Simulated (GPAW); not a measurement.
The system is MgS (Niningerite).

```
CELL_PARAMETERS angstrom
0.00000 2.60165 2.60165
2.60165 0.00000 2.60165
2.60165 2.60165 0.00000
ATOMIC_POSITIONS crystal
S 0.50000 0.50000 0.50000
Mg 0.00000 0.00000 0.00000
```

Base run:

```yaml
Program: GPAW 26.7.0
Functional: HSE06
Potentials_or_basis: GPAW PAW data sets (gpaw-data 1.2.1)
Cutoff: 600 eV
Basis: pw
k_mesh: 6 × 6 × 6
Occupations: fermi-dirac, width 0.05 eV
Spin: no spin polarisation
```

Its results: band gap on the k mesh 3.85 eV, indirect (least direct gap 4.85 eV).

Question: The run is repeated on the same cell with these changes: functional from HSE06 to PBE; cutoff from 600 eV to 650 eV; k mesh from 6 × 6 × 6 to 7 × 7 × 7. What comes out?

Answer: Band gap on the k mesh 3.01 eV, indirect (least direct gap 3.72 eV).

Several settings changed at once, so the effect can't be laid on one alone.

Caveats: an odd mesh through Γ misses points on the zone boundary, where band edges often lie (some runs).
